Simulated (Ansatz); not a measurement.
BeO:
Space group P6₃mc (No. 186); a = b = 2.688 Å, c = 13.147 Å, α = β = 90.00°, γ = 120.00°

| atom | site | symmetry | x | y | z |
|---|---|---|---|---|---|
| Be | 2a | 3m. | 0.0000 | 0.0000 | 0.4997 |
| Be | 2b | 3m. | 0.3333 | 0.6667 | 0.3335 |
| Be | 2b | 3m. | 0.6667 | 0.3333 | 0.1666 |
| O | 2a | 3m. | 0.0000 | 0.0000 | 0.3746 |
| O | 2b | 3m. | 0.3333 | 0.6667 | 0.2081 |
| O | 2b | 3m. | 0.6667 | 0.3333 | 0.0413 |

This is the PBEsol-relaxed structure.

All from plane-wave PAW PBEsol (Ansatz code), unless another level is named. Estimate the weight of the valence-edge state by species (Voronoi cells).

O 90 %, Be 10 %.

What about the valence-band maximum?

at Γ.

Next, the weight of the conduction-edge state by species (Voronoi cells)?

Be 64 %, O 36 %.

Space group P6_3mc. The cell is a constructed one: a structure type filled with these elements. Its sites differ from those of the usual phase in this space group: another stacking or structure type. The cell was relaxed with PBEsol under the symmetry of its start; of distortions, only those at the zone centre were tested.

Potentials: the later of the program's two PAW sets.
